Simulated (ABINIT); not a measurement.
# WS2 (R3m) in ABINIT: reference runs

How does WS2 come out in PBE? The cell is run as given and disturbed.

Everything below comes from runs of ABINIT 10.8.3 (patched build). Logs are shortened: lines on timing, memory, paths and dates and some standing lists are left out, and cuts for length are marked. The log counts tension as positive stress, the text compression.

## 1. The crystal as given

Symmetry: R3m, No. 160, trigonal system. The conventional cell has a = 3.158 Å, b = 3.158 Å, c = 18.490 Å, α = 90.00°, β = 90.00°, γ = 120.00°. W (site symmetry 3m) has 6 S at 2.39 to 2.42 Å as nearest neighbours. S (site symmetry 3m) is surrounded by 3 W at 2.39 Å. S (site symmetry 3m) has 3 W at 2.42 Å as nearest neighbours.

Measurements of this composition are mostly on another form, of space group No. 194.

## 2. Single point, PBE

Contents of run.abi:

```
# Pseudopotentials
pp_dirpath "./"
pseudos "W.GGA_PBE-JTH.xml, S.GGA_PBE-JTH.xml"

# Structure
acell 12.145948882 12.145948882 12.1459488794
rprim
     0.2456685683     0.1418368135     0.9589208898
    -0.2456685683     0.1418368135     0.9589208898
     0.0000000000    -0.2836736271     0.9589208900
ntypat 2
znucl 74 16
natom 3
typat 1 2 2
xred
     0.0000000000     0.0000000000     0.0000000000
     0.7503000000     0.7503000000     0.7503000000
     0.5810000000     0.5810000000     0.5810000000

# Plane-wave basis
ecut 544.227725 eV
pawecutdg 40.0
pawxcdev 0

# k points
kptopt 1
ngkpt 10 10 10
nshiftk 1
shiftk 0.0 0.0 0.0

# Exchange and correlation
ixc 11

# Bands and occupations
nband 17
occopt 3
tsmear 0.00183747

# SCF cycle
nstep 100
tolvrs 1.0e-9

# Output
iomode 3
prtwf 0
prtden 0
prteig 0
prtebands 0
enunit 2
```

Potentials or basis: JTH PAW PBE v2.0.

Started as:

```sh
$ abinit run.abi > log 2>&1
```

run.abo:

```text
.Version 10.8.3 of ABINIT
 Symmetries : space group R3 m (#160); Bravais hR (rhombohedral)
================================================================================
 Values of the parameters that define the memory need of the present run
     intxc =       0    ionmov =       0      iscf =      17    lmnmax =      18
     lnmax =       6     mgfft =      50  mpssoang =       3    mqgrid =    3001
     natom =       3  nloc_mem =       2    nspden =       1   nspinor =       1
    nsppol =       1      nsym =       6    n1xccc =       1    ntypat =       2
    occopt =       3   xclevel =       2
       mpw =        1558          nfft =      125000          nkpt =         116
 PAW method is used; the additional fine FFT grid is defined by:
   mgfftf=        72    nfftf =    373248
================================================================================
================================================================================

--------------------------------------------------------------------------------
------------- Echo of variables that govern the present computation ------------
--------------------------------------------------------------------------------
 -outvars: echo values of preprocessed input variables --------
            acell      1.2145948882E+01  1.2145948882E+01  1.2145948879E+01 Bohr
              amu      1.83850000E+02  3.20660000E+01
             ecut      2.00000000E+01 Hartree
           enunit           2
                       outvar_i_n : Printing only first  50 k-points.
              ixc          11
                       outvar_i_n : Printing only first  50 k-points.
         kptrlatt       10    0    0      0   10    0      0    0   10
          kptrlen      5.96775573E+01
            natom           3
            nband          17
            ngfft          50      50      50
          ngfftdg          72      72      72
             nkpt         116
            nstep         100
             nsym           6
           ntypat           2
                       prtocc : prtvol=0, do not print more k-points.
           occopt           3
        pawecutdg      4.00000000E+01 Hartree
         pawxcdev           0
           prtden           0
        prtebands           0
           prteig           0
            prtwf           0
            rprim      2.4566856830E-01  1.4183681350E-01  9.5892088980E-01
                      -2.4566856830E-01  1.4183681350E-01  9.5892088980E-01
                       0.0000000000E+00 -2.8367362710E-01  9.5892089000E-01
          spgroup         160
           tolvrs      1.00000000E-09
           tsmear      1.83747000E-03 Hartree
            typat      1  2  2
           useylm           1
                       outvars : Printing only first  50 k-points.
           xangst      0.0000000000E+00  0.0000000000E+00  0.0000000000E+00
                       2.4124564378E-16 -1.8940602841E-10  1.3873037574E+01
                       4.3566580860E-17 -1.4666773118E-10  1.0742682701E+01
            xcart      0.0000000000E+00  0.0000000000E+00  0.0000000000E+00
                       4.5588819582E-16 -3.5792552028E-10  2.6216241550E+01
                       8.2328906067E-17 -2.7716184344E-10  2.0300728163E+01
             xred      0.0000000000E+00  0.0000000000E+00  0.0000000000E+00
                       7.5030000000E-01  7.5030000000E-01  7.5030000000E-01
                       5.8100000000E-01  5.8100000000E-01  5.8100000000E-01
            znucl       74.00000   16.00000

================================================================================

 chkinp: Checking input parameters for consistency.

================================================================================
== DATASET  1 ==================================================================

--- !DatasetInfo
iteration_state: {dtset: 1, }
dimensions: {natom: 3, nkpt: 116, mband: 17, nsppol: 1, nspinor: 1, nspden: 1, mpw: 1558, }
cutoff_energies: {ecut:  20.0, pawecutdg:  40.0, }
electrons: {nelect:   2.60000000E+01, charge:   0.00000000E+00, occopt:   3.00000000E+00, tsmear:   1.83747000E-03, }
meta: {optdriver: 0, ionmov: 0, optcell: 0, iscf: 17, paral_kgb: 0, }
...

 Exchange-correlation functional for the present dataset will be:
  GGA: Perdew-Burke-Ernzerhof functional - ixc=11
  J.P.Perdew, K.Burke, M.Ernzerhof, PRL 77, 3865 (1996)

 Real(R)+Recip(G) space primitive vectors, cartesian coordinates (Bohr,Bohr^-1):
 R(1)=  2.9838779  1.7227427 11.6470041  G(1)=  0.1675672  0.0967450  0.0286197
 R(2)= -2.9838779  1.7227427 11.6470041  G(2)= -0.1675672  0.0967450  0.0286197
 R(3)=  0.0000000 -3.4454854 11.6470041  G(3)=  0.0000000 -0.1934899  0.0286197
 Unit cell volume ucvol=  3.5922532E+02 bohr^3
 Angles (23,13,12)=  2.84426949E+01  2.84426949E+01  2.84426949E+01 degrees

 Coarse grid specifications (used for wave-functions):

 getcut: wavevector=  0.0000  0.0000  0.0000  ngfft=  50  50  50
         ecut(hartree)=     20.000   => boxcut(ratio)=   2.04484

 Fine grid specifications (used for densities):

 getcut: wavevector=  0.0000  0.0000  0.0000  ngfft=  72  72  72
         ecut(hartree)=     40.000   => boxcut(ratio)=   2.08270

--- Pseudopotential description ------------------------------------------------
- pspini: atom type   1  psp file is ./W.GGA_PBE-JTH.xml
 Pseudopotential format is: paw10
 basis_size (lnmax)=  6 (lmn_size= 18), orbitals=   0   0   1   1   2   2
 Spheres core radius: rc_sph= 2.41188978
 Shapefunction is BESSEL type: shapef(r,l)=aa(1,l)*jl(q(1,l)*r)+aa(2,l)*jl(q(2,l)*r)
 Radius for shape functions =  2.10354610
 Compensation charge density is not taken into account in XC energy/potential

- pspini: atom type   2  psp file is ./S.GGA_PBE-JTH.xml
 Pseudopotential format is: paw10
 basis_size (lnmax)=  4 (lmn_size=  8), orbitals=   0   0   1   1
 Spheres core radius: rc_sph= 1.90380259
 Shapefunction is SIN type: shapef(r)=[sin(pi*r/rshp)/(pi*r/rshp)]**2
 Radius for shape functions =  1.40128485
 Compensation charge density is not taken into account in XC energy/potential

   1.39209700E+03                                ecore*ucvol(ha*bohr**3)
--------------------------------------------------------------------------------

================================================================================

--- !BeginCycle
iteration_state: {dtset: 1, }
solver: {iscf: 17, nstep: 100, nline: 4, wfoptalg: 10, }
tolerances: {tolvrs: 1.00E-09, }
...

     iter   Etot(hartree)      deltaE(h)  residm     nres2
 ETOT  1  -86.117690607798    -8.612E+01 8.473E+00 4.559E+01
 ETOT  2  -89.876058650184    -3.758E+00 7.152E-02 1.085E+02
 ETOT  3  -89.788309761088     8.775E-02 5.802E-02 2.350E+01
 ETOT  4  -89.770710872738     1.760E-02 2.441E-02 3.131E+00
 ETOT  5  -89.768340397769     2.370E-03 6.759E-03 1.302E-01
 ETOT  6  -89.768527850178    -1.875E-04 2.104E-03 6.986E-02
 ETOT  7  -89.768505867421     2.198E-05 1.703E-03 2.601E-03
 ETOT  8  -89.768510775469    -4.908E-06 8.150E-04 1.007E-03
 ETOT  9  -89.768513424514    -2.649E-06 7.171E-04 8.690E-05
 ETOT 10  -89.768513700822    -2.763E-07 2.773E-04 2.461E-05
 ETOT 11  -89.768513705488    -4.666E-09 2.382E-04 5.236E-06
 ETOT 12  -89.768513706467    -9.785E-10 8.891E-05 6.809E-07
 ETOT 13  -89.768513707702    -1.235E-09 7.429E-05 7.797E-08
 ETOT 14  -89.768513707795    -9.290E-11 2.773E-05 1.134E-08
 ETOT 15  -89.768513707812    -1.769E-11 2.286E-05 1.097E-09
 ETOT 16  -89.768513707814    -1.762E-12 8.578E-06 2.901E-10

 At SCF step   16       nres2   =  2.90E-10 < tolvrs=  1.00E-09 =>converged.

 Cartesian components of stress tensor (hartree/bohr^3)
  sigma(1 1)= -1.50763308E-04  sigma(3 2)=  1.36868739E-14
  sigma(2 2)= -1.50763229E-04  sigma(3 1)=  0.00000000E+00
  sigma(3 3)= -1.66642769E-04  sigma(2 1)=  0.00000000E+00

--- !ResultsGS
iteration_state: {dtset: 1, }
comment   : Summary of ground state results
lattice_vectors:
- [  2.9838779,   1.7227427,  11.6470041, ]
- [ -2.9838779,   1.7227427,  11.6470041, ]
- [  0.0000000,  -3.4454854,  11.6470041, ]
lattice_lengths: [  12.14595,   12.14595,   12.14595, ]
lattice_angles: [ 28.443,  28.443,  28.443, ] # degrees, (23, 13, 12)
lattice_volume:   3.5922532E+02
convergence: {deltae: -1.762E-12, res2:  2.901E-10, residm:  8.578E-06, diffor: null, }
etotal    :  -8.97685137E+01
entropy   :   0.00000000E+00
fermie    :   2.94592132E-01
cartesian_stress_tensor: # hartree/bohr^3
- [ -1.50763308E-04,   0.00000000E+00,   0.00000000E+00, ]
- [  0.00000000E+00,  -1.50763229E-04,   1.36868739E-14, ]
- [  0.00000000E+00,   1.36868739E-14,  -1.66642769E-04, ]
pressure_GPa:   4.5913E+00
xred      :
- [  0.0000E+00,   0.0000E+00,   0.0000E+00,  W]
- [  7.5030E-01,   7.5030E-01,   7.5030E-01,  S]
- [  5.8100E-01,   5.8100E-01,   5.8100E-01,  S]
cartesian_forces: # hartree/bohr
- [  2.32341092E-18,   1.47398716E-13,  -1.19019890E-02, ]
- [ -6.28450528E-19,  -1.27758829E-13,   1.03162281E-02, ]
- [ -1.69496039E-18,  -1.96398864E-14,   1.58576089E-03, ]
force_length_stats: {min:   1.58576089E-03, max:   1.19019890E-02, mean:   7.93465930E-03, }
...

 Integrated electronic density in atomic spheres:
 ------------------------------------------------
 Atom  Sphere_radius  Integrated_density
    1        2.41189         11.74726217
    2        1.90380          3.63571957
    3        1.90380          3.61689366

================================================================================

 ----iterations are completed or convergence reached----

 Mean square residual over all n,k,spin=   77.047E-10; max=  85.782E-07
 reduced coordinates (array xred) for    3 atoms
       0.000000000000      0.000000000000      0.000000000000
       0.750300000000      0.750300000000      0.750300000000
       0.581000000000      0.581000000000      0.581000000000
 rms dE/dt=  1.0645E-01; max dE/dt=  1.3884E-01; dE/dt below (all hartree)
    1       0.138835928535      0.138835928535      0.138835928535
    2      -0.119939736329     -0.119939736329     -0.119939736329
    3      -0.018255949238     -0.018255949238     -0.018255949238

 cartesian coordinates (angstrom) at end:
    1      0.00000000000000     0.00000000000000     0.00000000000000
    2      0.00000000000000    -0.00000000018941    13.87303757426248
    3      0.00000000000000    -0.00000000014667    10.74268270111489

 cartesian forces (hartree/bohr) at end:
    1      0.00000000000000     0.00000000000015    -0.01190198895019
    2     -0.00000000000000    -0.00000000000013     0.01031622806374
    3     -0.00000000000000    -0.00000000000002     0.00158576088645
 frms,max,avg= 5.2767471E-03 1.1901989E-02   0.000E+00  0.000E+00 -1.832E-05 h/b

 cartesian forces (eV/Angstrom) at end:
    1      0.00000000000000     0.00000000000758    -0.61202487931416
    2     -0.00000000000000    -0.00000000000657     0.53048177595467
    3     -0.00000000000000    -0.00000000000101     0.08154310335949
 frms,max,avg= 2.7134125E-01 6.1202488E-01   0.000E+00  0.000E+00 -9.422E-04 e/A
 length scales= 12.145948882000 12.145948882000 12.145948879400 bohr
              =  6.427359348787  6.427359348787  6.427359347411 angstroms
 Fermi (or HOMO) energy (hartree) =   0.29459   Average Vxc (hartree)=  -0.40406
 Eigenvalues (hartree) for nkpt= 116  k points:
 kpt#   1, nband= 17, wtk=  0.00100, kpt=  0.0000  0.0000  0.0000 (reduced coord)
  -2.46742   -1.15371   -1.14729   -1.14729   -0.29968   -0.22626   -0.00481    0.14687
   0.14687    0.19283    0.19283    0.21881    0.23270    0.35728    0.35728    0.36979
   0.36979
      occupation numbers for kpt#   1
   2.00000    2.00000    2.00000    2.00000    2.00000    2.00000    2.00000    2.00000
   2.00000    2.00000    2.00000    2.00000    2.00000    0.00000    0.00000    0.00000
   0.00000
 prteigrs : prtvol=0 or 1, do not print more k-points.

 Fermi (or HOMO) energy (eV) =   8.01626   Average Vxc (eV)= -10.99512
 Eigenvalues (   eV  ) for nkpt= 116  k points:
 kpt#   1, nband= 17, wtk=  0.00100, kpt=  0.0000  0.0000  0.0000 (reduced coord)
 -67.14188  -31.39391  -31.21940  -31.21940   -8.15478   -6.15675   -0.13098    3.99653
   3.99653    5.24722    5.24722    5.95426    6.33201    9.72200    9.72200   10.06252
  10.06252
 prteigrs : prtvol=0 or 1, do not print more k-points.

--- !EnergyTerms
iteration_state     : {dtset: 1, }
comment             : Components of total free energy in Hartree
kinetic             :  1.58452011421924E+01
hartree             :  2.79233040530136E+01
xc                  : -1.51083837317643E+01
Ewald energy        : -5.99631423297314E+01
psp_core            :  3.87527529256889E+00
local_psp           : -6.99583145643400E+01
PAW spherical_terms :  7.61754691951148E+00
internal            : -8.97685132185493E+01
'-kT*entropy'       : -1.04915954460606E-08
total_energy        : -8.97685132290409E+01
total_energy_eV     : -2.44272568620289E+03
...

--- !EnergyTermsDC
iteration_state     : {dtset: 1, }
comment             : '"Double-counting" decomposition of free energy'
band_energy         : -1.09104513798629E+01
Ewald energy        : -5.99631423297314E+01
psp_core            :  3.87527529256889E+00
xc_dc               : -3.11231709813813E+01
PAW spherical_terms :  8.35297570108428E+00
internal            : -8.97685136973224E+01
'-kT*entropy'       : -1.04915954460606E-08
total_energy_dc     : -8.97685137078140E+01
total_energy_dc_eV  : -2.44272569923097E+03
...

--- !EnergyTermsWithPAWCore
iteration_state     : {dtset: 1, }
comment             : 'Components of total free energy, including PAW core contributions'
Total energy        : -1.69414131439461E+04
Total energy DC     : -1.69414131444249E+04
Total energy (eV)   : -4.60999336612656E+05
Total energy DC (eV): -4.60999336625684E+05
...

 Cartesian components of stress tensor (hartree/bohr^3)
  sigma(1 1)= -1.50763308E-04  sigma(3 2)=  1.36868739E-14
  sigma(2 2)= -1.50763229E-04  sigma(3 1)=  0.00000000E+00
  sigma(3 3)= -1.66642769E-04  sigma(2 1)=  0.00000000E+00

-Cartesian components of stress tensor (GPa)         [Pressure=  4.5913E+00 GPa]
- sigma(1 1)= -4.43560966E+00  sigma(3 2)=  4.02681733E-10
- sigma(2 2)= -4.43560733E+00  sigma(3 1)=  0.00000000E+00
- sigma(3 3)= -4.90279954E+00  sigma(2 1)=  0.00000000E+00

== END DATASET(S) ==============================================================
================================================================================

 -outvars: echo values of variables after computation  --------
            acell      1.2145948882E+01  1.2145948882E+01  1.2145948879E+01 Bohr
           etotal     -8.9768513708E+01
            fcart      2.3234109173E-18  1.4739871573E-13 -1.1901988950E-02
                      -6.2845052838E-19 -1.2775882929E-13  1.0316228064E-02
                      -1.6949603889E-18 -1.9639886440E-14  1.5857608864E-03
            rprim      2.4566856830E-01  1.4183681350E-01  9.5892088980E-01
                      -2.4566856830E-01  1.4183681350E-01  9.5892088980E-01
                       0.0000000000E+00 -2.8367362710E-01  9.5892089000E-01
           strten     -1.5076330786E-04 -1.5076322891E-04 -1.6664276918E-04
                       1.3686873922E-14  0.0000000000E+00  0.0000000000E+00
           xangst      0.0000000000E+00  0.0000000000E+00  0.0000000000E+00
                       2.4124564378E-16 -1.8940602841E-10  1.3873037574E+01
                       4.3566580860E-17 -1.4666773118E-10  1.0742682701E+01
             xred      0.0000000000E+00  0.0000000000E+00  0.0000000000E+00
                       7.5030000000E-01  7.5030000000E-01  7.5030000000E-01
                       5.8100000000E-01  5.8100000000E-01  5.8100000000E-01
 Calculation completed.
```

Run time: 8.7 min. Hardware: 1 thread of Intel Xeon Platinum 8259CL at 2.50GHz (Skylake/Cascade Lake), shared host; peak memory 0.31 GiB.

Results:

* Free energy: -2442.7257 eV
* Pressure: 4.6 GPa
* Largest force: 0.612 eV/Å
* Band gap on the k mesh: 1.07 eV, indirect (least direct gap 2.24 eV)
* Valence electrons inside the program's atomic spheres: W 11.75; S 3.64, 3.62

Forces on the atoms (eV/Å):
```
W    0.000  0.000 -0.612
S    0.000  0.000  0.530
S    0.000  0.000  0.082
```

Stress tensor (GPa, compression positive):
```
4.44 0.00 0.00
0.00 4.44 0.00
0.00 0.00 4.90
```

Levels at points of the mesh, in eV from the valence-band top:
```tsv
k point	band 11	band 12	band 13	band 14	band 15	band 16
(0.00, 0.00, 0.00)	-2.29	-1.58	-1.20	2.19	2.19	2.53
(0.50, 0.00, 0.00)	-2.58	-1.82	-1.72	2.31	2.61	3.63
(0.50, 0.50, 0.00)	-3.18	-2.02	-1.55	2.26	2.72	3.23
(0.50, 0.50, 0.50)	-2.25	-2.25	0.00	2.30	2.30	2.37
```

Caveat: spin-orbit coupling is left out, which moves the levels of the heavy elements. A k mesh can miss the band edges.

[end of part 1 of 2]
